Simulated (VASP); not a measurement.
NaH: single point with r2SCAN

Crystal: NaH.

```
CELL_PARAMETERS angstrom
2.93287 0.00000 0.00000
0.00000 2.93287 0.00000
0.00000 0.00000 2.93287
ATOMIC_POSITIONS crystal
Na 0.00000 0.00000 0.00000
H 0.50000 0.50000 0.50000
```

The cell comes from a database or a generator and needn't be the stable form of this composition.

* Program: VASP 6.6.1
* Task: single point
* Functional: r2SCAN
* Potentials or basis: VASP PAW PBE potentials, release 64 (Na_pv, H)
* Cutoff: 520 eV
* k mesh: 6 × 6 × 6
* Occupations: gaussian, width 0.01 eV
* Spin: no spin polarisation

```
Pressure               : -0.3 GPa
Band gap on the k mesh : 1.60 eV, indirect (least direct gap 5.16 eV)
```

Levels at points of the mesh, in eV from the valence-band top:
| k point | band 2 | band 3 | band 4 | band 5 | band 6 | band 7 |
| --- | --- | --- | --- | --- | --- | --- |
| (0.00, 0.00, 0.00) | -25.49 | -25.49 | -6.07 | 9.88 | 11.67 | 11.67 |
| (0.50, 0.00, 0.00) | -25.47 | -25.47 | -3.56 | 1.60 | 12.14 | 14.92 |
| (0.50, 0.50, 0.00) | -25.64 | -25.46 | -1.86 | 4.85 | 4.85 | 7.86 |
| (0.50, 0.50, 0.50) | -25.61 | -25.61 | 0.00 | 7.31 | 7.31 | 7.31 |

Wall time 14 s on 1 thread of Intel(R) Xeon(R) Platinum 8375C CPU @ 2.90GHz (Ice Lake), on a shared host, peak memory 0.13 GiB.

Caveat: the PAW data sets were made with another functional, which shifts forces and pressure a little. A k mesh can miss the band edges.
